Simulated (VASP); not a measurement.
# CH₄O: atomisation energy

CH₄O, molecule in box, 6 atoms in the cell. PBE0; PAW potentials C_s, O_s, H_s (PBE set).

Vacuum between images (Å): 10; Box of the free atom (Å): 12; Starting geometry: molecule relaxed first with PBE.

## Input

INCAR.step1:
```
PREC = Accurate
ENCUT = 430
EDIFF = 1E-6
ISMEAR = 0
SIGMA = 0.002
LREAL = False
LASPH = True
ALGO = All
NELM = 300
LWAVE = False
LCHARG = False
GGA = PE
LHFCALC = True
AEXX = 0.25
ISYM = 0
ISPIN = 2
MAGMOM = 2
ISEARCH = 1
LMAXMIX = 4
NBANDS = 8
PRECFOCK = Fast
HFRCUT = -1
```

INCAR.step2, as INCAR.step1 but for:
```
- NBANDS = 8
+ NBANDS = 9
```

INCAR.step3, as INCAR.step2 but for:
```
- MAGMOM = 2
- NBANDS = 9
+ MAGMOM = 1
+ NBANDS = 6
```

INCAR.step4, as INCAR.step3 but for:
```
- SIGMA = 0.002
- NELM = 300
- ISPIN = 2
- MAGMOM = 1
- LMAXMIX = 4
- NBANDS = 6
+ SIGMA = 0.01
+ NELM = 120
+ IBRION = 2
+ NSW = 40
+ EDIFFG = -0.01
```

KPOINTS:
```
Automatic mesh
0
Gamma
  1 1 1
  0 0 0
```

POSCAR.step1:
```
C
1.0
   12.0000000000      0.0000000000      0.0000000000
    0.0000000000     12.4000000000      0.0000000000
    0.0000000000      0.0000000000     12.8000000000
C
1
Direct
    0.5000000000      0.5000000000      0.5000000000
```

POSCAR.step2:
```
O
1.0
   12.0000000000      0.0000000000      0.0000000000
    0.0000000000     12.4000000000      0.0000000000
    0.0000000000      0.0000000000     12.8000000000
O
1
Direct
    0.5000000000      0.5000000000      0.5000000000
```

POSCAR.step3:
```
H
1.0
   12.0000000000      0.0000000000      0.0000000000
    0.0000000000     12.4000000000      0.0000000000
    0.0000000000      0.0000000000     12.8000000000
H
1
Direct
    0.5000000000      0.5000000000      0.5000000000
```

POSCAR.step4:
```
H4CO
1.0
   12.1900000000      0.0000000000      0.0000000000
    0.0000000000     12.1900000000      0.0000000000
    0.0000000000      0.0000000000     12.1900000000
C O H
1 1 4
Direct
    0.4921440743      0.4816848670      0.4731088182
    0.4855963295      0.5252188985      0.5819846621
    0.4279556595      0.4189958595      0.4665562236
    0.5720443405      0.4424584803      0.4566815850
    0.4768650354      0.5447818748      0.4100379629
    0.5419277250      0.5810041405      0.5899620371
```

Commands (each step's output is kept before the next begins):
```
cat potpaw_PBE.64/C_s/POTCAR > POTCAR
cp INCAR.step1 INCAR
cp POSCAR.step1 POSCAR
mpirun -np 4 vasp_gam > vasp.out
cat potpaw_PBE.64/O_s/POTCAR > POTCAR
rm WAVECAR CHG
cp INCAR.step2 INCAR
cp POSCAR.step2 POSCAR
mpirun -np 4 vasp_gam > vasp.out
cat potpaw_PBE.64/H_s/POTCAR > POTCAR
rm WAVECAR CHG
cp INCAR.step3 INCAR
cp POSCAR.step3 POSCAR
mpirun -np 4 vasp_gam > vasp.out
cat potpaw_PBE.64/C_s/POTCAR potpaw_PBE.64/O_s/POTCAR potpaw_PBE.64/H_s/POTCAR > POTCAR
rm WAVECAR CHG
cp INCAR.step4 INCAR
cp POSCAR.step4 POSCAR
mpirun -np 4 vasp_gam > vasp.out
```

## Result

- Atomisation energy (eV): 21.80
- Shortest bond (Å): 0.982

Free atoms:

| atom | energy (eV) | moment (muB) |
|---|---|---|
| C | -3.457 | 2.0 |
| O | -4.917 | 2.0 |
| H | -1.834 | 1.0 |

VASP 6.6.1 took 389 s on 4 cores (Intel Xeon Platinum 8375C @ 2.90GHz (Ice Lake)), a shared host.
